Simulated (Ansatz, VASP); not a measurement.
**One calculation of Os, two programs**

```
Os
1.0
     1.33634   -2.31430    0.00000
     1.33634    2.31430    0.00000
     0.00000    0.00000    2.54643
Os
1
Direct
  0.00000 0.00000 0.00000
```

Alike in both runs: functional PBE; k mesh 8 × 8 × 6; occupations gaussian, width 0.1 eV; no spin polarisation.

Ansatz relaxed the structure, and its values are those at the end. VASP's run is a single point on that final structure, the one shown.

|  | VASP | Ansatz |
| --- | --- | --- |
| version | VASP 6.6.1 | Ansatz 0.2.0 |
| potentials or method | VASP PAW PBE potentials, release 64 (Os) | scalar-relativistic, plane waves, PAW |
| plane-wave cutoff (eV) | 520 | 420 |
| valence electrons in the cell | 8 | 16 |

```tsv
	VASP	Ansatz	Ansatz less VASP
gap on the k mesh at the Fermi level (eV)	none	none	-
pressure (GPa)	-0.1	0.0	+0.05
```

A gap of «none» marks a metal or a gap that the smearing closes. The two sets of potentials don't hold the same shells in valence.

Caveats: the k mesh is coarse (spacing up to 0.41 Å⁻¹), so the values aren't converged. The runs have no spin-orbit coupling, so splittings on Os are missing.
